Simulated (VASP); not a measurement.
MoP:

```
Mo P
1.0
     3.22300    0.00000    0.00000
    -1.61150    2.79120    0.00000
     0.00000    0.00000    3.19100
Mo P
1 1
Direct
  0.00000 0.00000 0.00000
  0.33333 0.66667 0.50000
```

| Quantity | Value |
| --- | --- |
| Program | VASP 6.6.1 |
| Task | relaxation of cell and atoms |
| Functional | PBE |
| Dispersion | D3(BJ) |
| Potentials or basis | VASP PAW PBE potentials, release 64 (Mo_sv, P) |
| Cutoff | 600 eV |
| k mesh | 15 × 15 × 11 |
| Occupations | methfessel-paxton, width 0.1 eV |
| Spin | no spin polarisation |

At the start: pressure -4.5 GPa; volume 14.35 Å³/atom.

**Question.** How do energy, volume and symmetry change on relaxing?

**Answer.** Over 5 steps the energy falls by 4.0 meV/atom and the volume is 14.07 Å³/atom (-2.0 %); space group P-6m2 (No. 187, to 0.05 Å).

Step by step:
| step | energy change (eV) | largest force (eV/Å) | pressure (GPa) | volume (Å³) |
| --- | --- | --- | --- | --- |
| 1 | 0.0000 | 0.0000 | -4.52 | 28.71 |
| 2 | 0.0275 | 0.0000 | 10.56 | 27.06 |
| 3 | -0.0079 | 0.0000 | -0.09 | 28.16 |
| 4 | -0.0079 | 0.0000 | 0.00 | 28.15 |
| 5 | -0.0081 | 0.0000 | 0.04 | 28.14 |

Final structure:
```
Mo P
1.0
     3.19971    0.00000    0.00000
    -1.59986    2.77103    0.00000
     0.00000    0.00000    3.17338
Mo P
1 1
Direct
  0.00000 0.00000 0.00000
  0.33333 0.66667 0.50000
```

Caveat: pairwise dispersion overbinds metals, which lowers pressure and volume.
